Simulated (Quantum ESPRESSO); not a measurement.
# stanene, 1 layer: a series in biaxial strain, part 3 of 6

Wanted: a table for stanene, 1 layer against biaxial strain, and what can be fitted to it.

Quantum ESPRESSO 7.5; plane-wave DFT, PBE, GBRV ultrasoft pseudopotentials.

So far. Step 3 (Relaxing the ions, -4 %): The relaxation lowers the energy by 26 meV an atom. Step 4 (Self-consistent run, -4 %): By band count these two levels touch or overlap: there is no gap, and they are no band edges.

### Step 5. Electrostatic potential, -4 %

plot_num = 11 writes the bare and Hartree potential, from which vacuum levels or, in a crystal, the mean potential are read.

Input file m0.pot.in:

```
&inputpp
  prefix = 'm0.scf'
  outdir = './out'
  filplot = 'm0.pot.dat'
  plot_num = 11
/
```

Command:

```bash
$ OMP_NUM_THREADS=1 mpirun -n 4 pp.x -in m0.pot.in > m0.pot.out
```

The program printed:

```text
[banner, memory and clock lines left out]
Program POST-PROC v.7.5 starts

          URL

     ./out/m0.scf.save/

     IMPORTANT: XC functional enforced from input :
     Exchange-correlation= PBE
                           (   1   4   3   4   0   0   0)
     Any further DFT definition will be discarded
     Please, verify this is what you really want

     negative rho (up, down):  4.850E-05 0.000E+00

     Calling punch_plot, plot_num =  11
     Writing data to file  m0.pot.dat
     Message from routine chdens:
     namelist plot not found or invalid, exiting
```

Run time: 1.3 s. Hardware: 4 MPI ranks of Intel Xeon Platinum 8488C (Sapphire Rapids), shared host; peak memory 0.11 GiB.

Numbers from this step:

```
work function of the upper face                                       : 4.081 eV
slope of the potential above                                          : 1.51e-4 eV/Å
upper vacuum line continued to the top atoms, over the Fermi level    : 4.081 eV
work function of the lower face                                       : 4.081 eV
slope of the potential below                                          : -1.10e-4 eV/Å
lower vacuum line continued to the bottom atoms, over the Fermi level : 4.081 eV
```

Electrostatic potential energy of an electron; zero at the Fermi level. Table of potential energy, planar mean by z:

z (Å), potential energy, planar mean (eV) and a bar from the least value:
```
        0        4.1 ##############################
        1        4.1 ##############################
        2        4.1 ##############################
        3        4.1 ##############################
        4        4.1 ##############################
        5        4.0 ##############################
        6        3.1 ############################
        7       -5.5 ##########
        8      -10.3 
        9       -3.6 ##############
       10        3.4 #############################
       11        4.0 ##############################
       12        4.1 ##############################
       13        4.1 ##############################
       14        4.1 ##############################
       15        4.1 ##############################
```

### Step 6. Bands along a path, -4 %

Bands along a path place the edges.

Input file m0.bands.in:

```
&control
  prefix = 'm0.bands'
  outdir = './out'
  pseudo_dir = './pseudo'
  calculation = 'bands'
/
&system
  ibrav = 0
  nat = 2
  ntyp = 1
  ecutwfc = 40
  ecutrho = 200
  occupations = 'smearing'
  smearing = 'fd'
  degauss = 0.002
  nbnd = 20
/
&electrons
  conv_thr = 1e-07
  mixing_beta = 0.4
  electron_maxstep = 120
  mixing_mode = 'plain'
/
ATOMIC_SPECIES
  Sn  118.7100  sn_pbe_v1.4.uspp.F.UPF
CELL_PARAMETERS angstrom
  4.41297068832000 0.00000000000000 0.00000000000000
  -2.20648534368000 3.82174472160000 0.00000000000000
  0.00000000000000 0.00000000000000 15.85000000000000
ATOMIC_POSITIONS crystal
  Sn  0.666666666700 0.333333333300 0.466183706500
  Sn  0.333333333300 0.666666666700 0.533816293500
K_POINTS crystal_b
4
  0.0000000000 0.0000000000 0.0000000000 12
  0.5000000000 0.0000000000 0.0000000000 12
  0.3333333333 0.3333333333 0.0000000000 12
  0.0000000000 0.0000000000 0.0000000000 1
```

Command:

```bash
$ cp -r out/m0.scf.save out/m0.bands.save
$ cp out/m0.scf.xml out/m0.bands.xml
$ OMP_NUM_THREADS=1 mpirun -n 4 pw.x -nk 4 -in m0.bands.in > m0.bands.out
```

The program printed:

```text
[banner, memory and clock lines left out]
Program PWSCF v.7.5 starts

          URL

     Atomic positions and unit cell read from directory:
     ./out/m0.bands.save/

     Message from routine setup:
     using ibrav=0 with symmetry is DISCOURAGED, use correct ibrav instead

     G-vector sticks info

     bravais-lattice index     =            0
     lattice parameter (alat)  =       8.3393  a.u.
     unit-cell volume          =    1803.9254 (a.u.)^3
     number of atoms/cell      =            2
     number of atomic types    =            1
     number of electrons       =        28.00
     number of Kohn-Sham states=           20
     kinetic-energy cutoff     =      40.0000  Ry
     charge density cutoff     =     200.0000  Ry
     Exchange-correlation=  SLA  PW   PBX  PBC
                           (   1   4   3   4   0   0   0)

     celldm(1)=   8.339306  celldm(2)=   0.000000  celldm(3)=   0.000000
     celldm(4)=   0.000000  celldm(5)=   0.000000  celldm(6)=   0.000000

     crystal axes: (cart. coord. in units of alat)
               a(1) = (   1.000000   0.000000   0.000000 )
               a(2) = (  -0.500000   0.866025   0.000000 )
               a(3) = (   0.000000   0.000000   3.591685 )

     reciprocal axes: (cart. coord. in units 2 pi/alat)
               b(1) = (  1.000000  0.577350 -0.000000 )
               b(2) = (  0.000000  1.154701  0.000000 )
               b(3) = (  0.000000 -0.000000  0.278421 )

     PseudoPot. # 1 for Sn read from file:
     ./pseudo/sn_pbe_v1.4.uspp.F.UPF
     Pseudo is Ultrasoft + core correction, Zval = 14.0
     Generated by new atomic code, or converted to UPF format
     Using radial grid of  891 points,  6 beta functions with:
                l(1) =   0
                l(2) =   0
                l(3) =   1
                l(4) =   1
                l(5) =   2
                l(6) =   2
     Q(r) pseudized with  8 coefficients,  rinner =    1.350   1.350   1.350
                                                       1.350   1.350

     atomic species   valence    mass     pseudopotential
     Sn               14.00   118.71000     Sn( 1.00)

     12 Sym. Ops., with inversion, found

   Cartesian axes

     site n.     atom                  positions (alat units)
         1        Sn     tau(   1) = (   0.5000000   0.2886751   1.6743850  )
         2        Sn     tau(   2) = (   0.0000000   0.5773503   1.9172999  )

     number of k points=    37  Fermi-Dirac smearing, width (Ry)=  0.0020
                       cart. coord. in units 2pi/alat
        k(    1) = (   0.0000000   0.0000000   0.0000000), wk =   0.0540541
        k(    2) = (   0.0416667   0.0240563   0.0000000), wk =   0.0540541
        k(    3) = (   0.0833333   0.0481125   0.0000000), wk =   0.0540541
        k(    4) = (   0.1250000   0.0721688   0.0000000), wk =   0.0540541
        k(    5) = (   0.1666667   0.0962250   0.0000000), wk =   0.0540541
        k(    6) = (   0.2083333   0.1202813   0.0000000), wk =   0.0540541
        k(    7) = (   0.2500000   0.1443376   0.0000000), wk =   0.0540541
        k(    8) = (   0.2916667   0.1683938   0.0000000), wk =   0.0540541
        k(    9) = (   0.3333333   0.1924501   0.0000000), wk =   0.0540541
        k(   10) = (   0.3750000   0.2165064   0.0000000), wk =   0.0540541
        k(   11) = (   0.4166667   0.2405626   0.0000000), wk =   0.0540541
        k(   12) = (   0.4583333   0.2646189   0.0000000), wk =   0.0540541
        k(   13) = (   0.5000000   0.2886751   0.0000000), wk =   0.0540541
        k(   14) = (   0.4861111   0.3127314   0.0000000), wk =   0.0540541
        k(   15) = (   0.4722222   0.3367877   0.0000000), wk =   0.0540541
        k(   16) = (   0.4583333   0.3608439   0.0000000), wk =   0.0540541
        k(   17) = (   0.4444444   0.3849002   0.0000000), wk =   0.0540541
        k(   18) = (   0.4305556   0.4089564   0.0000000), wk =   0.0540541
        k(   19) = (   0.4166667   0.4330127   0.0000000), wk =   0.0540541
        k(   20) = (   0.4027778   0.4570690   0.0000000), wk =   0.0540541
        k(   21) = (   0.3888889   0.4811252   0.0000000), wk =   0.0540541
        k(   22) = (   0.3750000   0.5051815   0.0000000), wk =   0.0540541
        k(   23) = (   0.3611111   0.5292377   0.0000000), wk =   0.0540541
        k(   24) = (   0.3472222   0.5532940   0.0000000), wk =   0.0540541
        k(   25) = (   0.3333333   0.5773503   0.0000000), wk =   0.0540541
        k(   26) = (   0.3055556   0.5292377   0.0000000), wk =   0.0540541
        k(   27) = (   0.2777778   0.4811252   0.0000000), wk =   0.0540541
        k(   28) = (   0.2500000   0.4330127   0.0000000), wk =   0.0540541
        k(   29) = (   0.2222222   0.3849002   0.0000000), wk =   0.0540541
        k(   30) = (   0.1944444   0.3367877   0.0000000), wk =   0.0540541
        k(   31) = (   0.1666667   0.2886751   0.0000000), wk =   0.0540541
        k(   32) = (   0.1388889   0.2405626   0.0000000), wk =   0.0540541
        k(   33) = (   0.1111111   0.1924501   0.0000000), wk =   0.0540541
        k(   34) = (   0.0833333   0.1443376   0.0000000), wk =   0.0540541
        k(   35) = (   0.0555556   0.0962250   0.0000000), wk =   0.0540541
        k(   36) = (   0.0277778   0.0481125   0.0000000), wk =   0.0540541
        k(   37) = (   0.0000000   0.0000000   0.0000000), wk =   0.0540541

     Dense  grid:    86169 G-vectors     FFT dimensions: (  40,  40, 135)

     Smooth grid:    61681 G-vectors     FFT dimensions: (  36,  36, 125)

     The potential is recalculated from file :
     ./out/m0.bands.save/charge-density

     negative rho (up, down):  4.850E-05 0.000E+00
     Starting wfcs are   18 randomized atomic wfcs +    2 random wfcs

     Band Structure Calculation
     Davidson diagonalization with overlap

     ethr =  3.57E-10,  avg # of iterations = 60.4

     End of band structure calculation

          k = 0.0000 0.0000 0.0000 (  7819 PWs)   bands (ev):

   -22.5450 -22.5450 -22.3970 -22.3970 -22.3467 -22.2951 -22.1008 -22.1008
   -22.0237 -22.0237 -10.7686  -4.6741  -0.8538  -0.8538   0.3099   0.3102
     2.5233   2.5233   2.8964   2.9022

          k = 0.0417 0.0241 0.0000 (  7791 PWs)   bands (ev):

   -22.5451 -22.5446 -22.3970 -22.3956 -22.3454 -22.2951 -22.1031 -22.1026
   -22.0238 -22.0223 -10.7514  -4.6764  -1.1166  -0.8962   0.3168   0.5599
     2.4766   2.5862   2.9146   2.9231

          k = 0.0833 0.0481 0.0000 (  7759 PWs)   bands (ev):

   -22.5455 -22.5436 -22.3970 -22.3916 -22.3413 -22.2952 -22.1094 -22.1075
   -22.0242 -22.0186 -10.6998  -4.6884  -1.6060  -1.0127   0.3343   0.9799
     2.4048   2.7623   2.9665   2.9825

          k = 0.1250 0.0722 0.0000 (  7743 PWs)   bands (ev):

[...]
k = 0.2083 0.1203 0.0000 (  7735 PWs)   bands (ev):

   -22.5466 -22.5337 -22.4018 -22.3666 -22.3212 -22.2898 -22.1430 -22.1322
   -22.0328 -22.0028 -10.3426  -5.0150  -2.8063  -1.5668   0.3272   1.1395
     2.8733   3.2910   3.5422   3.6328

          k = 0.2500 0.1443 0.0000 (  7695 PWs)   bands (ev):

   -22.5467 -22.5275 -22.4050 -22.3554 -22.3223 -22.2782 -22.1565 -22.1402
   -22.0394 -21.9979 -10.1593  -5.3168  -2.9402  -1.7542   0.2177   1.0563
     2.8974   3.4748   3.7707   3.9085

          k = 0.2917 0.1684 0.0000 (  7680 PWs)   bands (ev):

   -22.5465 -22.5196 -22.4088 -22.3434 -22.3285 -22.2619 -22.1704 -22.1470
   -22.0479 -21.9936  -9.9474  -5.7000  -2.9450  -1.9236   0.0350   1.0146
     2.8608   3.6899   3.9730   4.1210

          k = 0.3333 0.1925 0.0000 (  7690 PWs)   bands (ev):

   -22.5461 -22.5104 -22.4130 -22.3373 -22.3312 -22.2437 -22.1841 -22.1523
   -22.0581 -21.9900  -9.7113  -6.1192  -2.8637  -2.0685  -0.1900   0.9881
     2.8420   3.9260   4.1980   4.2604

          k = 0.3750 0.2165 0.0000 (  7694 PWs)   bands (ev):

   -22.5456 -22.5002 -22.4178 -22.3469 -22.3194 -22.2255 -22.1972 -22.1560
   -22.0695 -21.9872  -9.4599  -6.5346  -2.7349  -2.1848  -0.4258   0.9573
     2.8795   4.1575   4.3386   4.4499

          k = 0.4167 0.2406 0.0000 (  7686 PWs)   bands (ev):

   -22.5451 -22.4899 -22.4231 -22.3554 -22.3088 -22.2089 -22.2086 -22.1584
   -22.0807 -21.9852  -9.2116  -6.9094  -2.5927  -2.2696  -0.6429   0.9230
     2.9691   4.3022   4.3766   4.7163

          k = 0.4583 0.2646 0.0000 (  7672 PWs)   bands (ev):

   -22.5448 -22.4815 -22.4280 -22.3613 -22.3010 -22.2169 -22.1966 -22.1597
   -22.0898 -21.9840  -9.0075  -7.1926  -2.4761  -2.3212  -0.8043   0.8961
     3.0710   4.2841   4.3923   4.9672

          k = 0.5000 0.2887 0.0000 (  7682 PWs)   bands (ev):

   -22.5447 -22.4780 -22.4303 -22.3634 -22.2981 -22.2201 -22.1918 -22.1602
   -22.0934 -21.9836  -8.9223  -7.3047  -2.4294  -2.3385  -0.8659   0.8859
     3.1190   4.2440   4.3963   5.0813

          k = 0.4861 0.3127 0.0000 (  7684 PWs)   bands (ev):

   -22.5450 -22.4779 -22.4305 -22.3623 -22.2977 -22.2207 -22.1913 -22.1605
   -22.0948 -21.9828  -8.9161  -7.3073  -2.5150  -2.2827  -0.8670   0.9399
     3.1130   4.2497   4.3281   5.1366

          k = 0.4722 0.3368 0.0000 (  7684 PWs)   bands (ev):

   -22.5458 -22.4775 -22.4312 -22.3590 -22.2967 -22.2224 -22.1900 -22.1614
   -22.0988 -21.9807  -8.8973  -7.3155  -2.6643  -2.2162  -0.8706   1.0949
     3.0922   4.1800   4.2667   5.2504

          k = 0.4583 0.3608 0.0000 (  7680 PWs)   bands (ev):

   -22.5471 -22.4768 -22.4323 -22.3535 -22.2950 -22.2249 -22.1881 -22.1630
   -22.1050 -21.9775  -8.8660  -7.3301  -2.8420  -2.1568  -0.8775   1.3341
     3.0488   4.0254   4.2952   5.3659

          k = 0.4444 0.3849 0.0000 (  7692 PWs)   bands (ev):

   -22.5487 -22.4759 -22.4338 -22.3463 -22.2928 -22.2280 -22.1858 -22.1655
   -22.1126 -21.9738  -8.8222  -7.3525  -3.0345  -2.0986  -0.8890   1.6383
     2.9732   3.9049   4.3351   5.4196

          k = 0.4306 0.4090 0.0000 (  7702 PWs)   bands (ev):

   -22.5503 -22.4747 -22.4357 -22.3375 -22.2900 -22.2314 -22.1834 -22.1691
   -22.1209 -21.9700  -8.7659  -7.3845  -3.2290  -2.0369  -0.9069   1.9902
     2.8633   3.8358   4.3867   5.4714

          k = 0.4167 0.4330 0.0000 (  7716 PWs)   bands (ev):

   -22.5520 -22.4733 -22.4380 -22.3274 -22.2867 -22.2350 -22.1808 -22.1743
   -22.1292 -21.9662  -8.6971  -7.4283  -3.4145  -1.9689  -0.9336   2.3759
     2.7308   3.8157   4.4502   5.5344

          k = 0.4028 0.4571 0.0000 (  7708 PWs)   bands (ev):

   -22.5534 -22.4716 -22.4406 -22.3165 -22.2831 -22.2385 -22.1814 -22.1781
   -22.1368 -21.9629  -8.6160  -7.4862  -3.5822  -1.8933  -0.9715   2.5937
     2.7826   3.8329   4.5265   5.6071

          k = 0.3889 0.4811 0.0000 (  7686 PWs)   bands (ev):

   -22.5546 -22.4695 -22.4434 -22.3052 -22.2792 -22.2416 -22.1904 -22.1754
   -22.1432 -21.9600  -8.5225  -7.5600  -3.7254  -1.8092  -1.0229   2.4674
     3.1959   3.8761   4.6178   5.6797

          k = 0.3750 0.5052 0.0000 (  7680 PWs)   bands (ev):

   -22.5556 -22.4671 -22.4465 -22.2943 -22.2751 -22.2438 -22.2009 -22.1726
   -22.1487 -21.9578  -8.4167  -7.6512  -3.8393  -1.7165  -1.0898   2.3623
     3.5936   3.9371   4.7303   5.5885

          k = 0.3611 0.5292 0.0000 (  7696 PWs)   bands (ev):

   -22.5563 -22.4643 -22.4498 -22.2851 -22.2713 -22.2440 -22.2123 -22.1695
   -22.1536 -21.9562  -8.2988  -7.7601  -3.9210  -1.6151  -1.1732   2.2850
     3.9316   4.0096   4.8790   5.3855

          k = 0.3472 0.5533 0.0000 (  7694 PWs)   bands (ev):

   -22.5566 -22.4610 -22.4534 -22.2793 -22.2680 -22.2407 -22.2237 -22.1662
   -22.1580 -21.9552  -8.1688  -7.8859  -3.9695  -1.5054  -1.2730   2.2383
     4.0862   4.1354   5.0814   5.2405

          k = 0.3333 0.5774 0.0000 (  7704 PWs)   bands (ev):

   -22.5567 -22.4573 -22.4573 -22.2777 -22.2664 -22.2337 -22.2337 -22.1623
   -22.1623 -21.9549  -8.0269  -8.0269  -3.9853  -1.3877  -1.3877   2.2230
     4.1562   4.1562   5.1827   5.3051

          k = 0.3056 0.5292 0.0000 (  7694 PWs)   bands (ev):

   -22.5564 -22.4657 -22.4485 -22.2812 -22.2762 -22.2411 -22.2149 -22.1704
   -22.1520 -21.9561  -8.3437  -7.7083  -3.9264  -1.6518  -1.1310   2.2798
     3.8615   4.1897   5.0729   5.1772

          k = 0.2778 0.4811 0.0000 (  7694 PWs)   bands (ev):

   -22.5555 -22.4751 -22.4382 -22.2968 -22.2871 -22.2388 -22.1985 -22.1767
   -22.1367 -21.9594  -8.6869  -7.3457  -3.7637  -1.9405  -0.8520   2.4314
     3.4570   3.9776   4.8587   5.0946

          k = 0.2500 0.4330 0.0000 (  7708 PWs)   bands (ev):

   -22.5543 -22.4856 -22.4272 -22.3171 -22.2926 -22.2402 -22.1870 -22.1783
   -22.1169 -21.9644  -9.0345  -6.9431  -3.5183  -2.2275  -0.5615   2.6355
     3.0687   3.6727   4.4840   4.7967

          k = 0.2222 0.3849 0.0000 (  7698 PWs)   bands (ev):

   -22.5530 -22.4967 -22.4166 -22.3344 -22.2966 -22.2491 -22.1783 -22.1737
   -22.0956 -21.9707  -9.3698  -6.5082  -3.2092  -2.4891  -0.2756   2.7292
     2.7826   3.4690   4.1438   4.4164

          k = 0.1944 0.3368 0.0000 (  7689 PWs)   bands (ev):

   -22.5516 -22.5079 -22.4078 -22.3486 -22.2986 -22.2636 -22.1699 -22.1646
   -22.0754 -21.9780  -9.6810  -6.0544  -2.8533  -2.7009  -0.0170   2.4558
     2.6786   3.5524   3.8535   4.0835

          k = 0.1667 0.2887 0.0000 (  7689 PWs)   bands (ev):

   -22.5503 -22.5185 -22.4016 -22.3599 -22.2988 -22.2811 -22.1605 -22.1534
   -22.0580 -21.9858  -9.9604  -5.6068  -2.8317  -2.4674   0.1871   2.2626
     2.4282   3.6120   3.6597   3.9159

          k = 0.1389 0.2406 0.0000 (  7709 PWs)   bands (ev):

   -22.5489 -22.5277 -22.3981 -22.3690 -22.2991 -22.2978 -22.1493 -22.1414
   -22.0441 -21.9939 -10.2026  -5.2098  -2.8352  -2.0711   0.3148   2.1547
     2.1591   3.4104   3.4640   3.9915

          k = 0.1111 0.1925 0.0000 (  7735 PWs)   bands (ev):

   -22.5477 -22.5348 -22.3966 -22.3768 -22.3159 -22.2966 -22.1367 -22.1297
   -22.0341 -22.0021 -10.4041  -4.9199  -2.6563  -1.6881   0.3659   1.8712
     2.1442   3.2415   3.2607   3.8024

          k = 0.0833 0.1443 0.0000 (  7737 PWs)   bands (ev):

   -22.5466 -22.5399 -22.3963 -22.3840 -22.3297 -22.2957 -22.1237 -22.1187
   -22.0279 -22.0100 -10.5627  -4.7605  -2.2782  -1.3477   0.3645   1.5474
     2.2066   3.0944   3.1039   3.3516

          k = 0.0556 0.0962 0.0000 (  7747 PWs)   bands (ev):

   -22.5457 -22.5430 -22.3966 -22.3904 -22.3394 -22.2952 -22.1121 -22.1095
   -22.0248 -22.0169 -10.6768  -4.6962  -1.7536  -1.0805   0.3411   1.1297
     2.3265   2.8771   2.9994   3.0027

          k = 0.0278 0.0481 0.0000 (  7783 PWs)   bands (ev):

   -22.5451 -22.5445 -22.3969 -22.3952 -22.3449 -22.2951 -22.1038 -22.1031
   -22.0238 -22.0219 -10.7457  -4.6773  -1.1854  -0.9114   0.3189   0.6254
     2.4597   2.6103   2.9210   2.9295

          k = 0.0000 0.0000 0.0000 (  7819 PWs)   bands (ev):

   -22.5450 -22.5450 -22.3970 -22.3970 -22.3467 -22.2951 -22.1008 -22.1008
   -22.0237 -22.0237 -10.7686  -4.6741  -0.8538  -0.8538   0.3099   0.3102
     2.5233   2.5233   2.8964   2.9022

     XML data file, pseudopotentials, collected wavefunctions

                                        0.00s GPU  (     495 calls)
```

Wall time 20 s (4 MPI ranks); peak memory 0.39 GiB.

Numbers from this step:

| Property | Result |
| --- | --- |
| valence top, on the run's zero | -0.8538 eV |

Band numbers count within the set of bands kept for display. Electronic bands along the path, in eV, zero at the Fermi level; # counts the bands kept:

```csv
point,#1,#2,#3,#4,#5,#6,#7,#8
Γ,-9.66,-3.56,0.26,0.26,1.42,1.42,3.63,3.63
halfway,-9.05,-4.21,-1.83,-0.64,1.33,2.17,4.01,4.58
M,-7.81,-6.20,-1.32,-1.23,0.24,2.00,4.23,5.35
halfway,-7.59,-6.32,-2.30,-0.86,0.18,3.49,3.84,4.93
K,-6.92,-6.92,-2.88,-0.28,-0.28,3.33,5.27,5.27
halfway,-8.85,-4.50,-1.72,-1.36,1.30,3.37,3.54,4.72
Γ,-9.66,-3.56,0.26,0.26,1.42,1.42,3.63,3.63
```

The electronic bands as a text plot (rows in eV, shown from -8.0 to 4.0 only):

```
    3.8 |****************         ****      **********      *****
    3.3 |                         **  ******        **********
    2.8 |                        *                      ****
    2.3 |   ***************   ***                           **
    1.8 | **               ***                                **
    1.3 |*************                            ***************
    0.8 |             ***                     ****
    0.3 |****            **************     **              *****
   -0.2 | ** *****                     *****              **  **
   -0.7 |   ***   ******         *******  ****        ****  **
   -1.2 |      **       *********             ****  **    **
   -1.7 |        ********      ***                ********
   -2.2 |                         ***         ****
   -2.7 |                            *********
   -3.2 |
   -3.7 |*********                                      *********
   -4.2 |         **                                  **
   -4.7 |           **                            ****
   -5.2 |             ***                       **
   -5.7 |                **                   **
   -6.2 |                  ***********      **
   -6.7 |                             ******
   -7.2 |                            **** **
   -7.7 |                  **********       ****
         Γ                   M           K                      Γ
```

By band count these two levels touch or overlap: there is no gap, and they are no band edges.

(Part 3 of 6 ends here.)

[Logs are printed without paths, hosts, clocks, repeated set-up lines and the standing remarks that a program may print on its own settings, such as how far it seeks lower states.]

[Hosts, paths, dates, database ids (printed as entryN), source tags and the programs' standing remarks are cut or masked in the printed files.]

[Maps of the electrostatic potential energy from Ansatz leave out the sawtooth potential of an applied field or a dipole correction, so their vacuum need not be flat; planar profiles and work functions include it.]
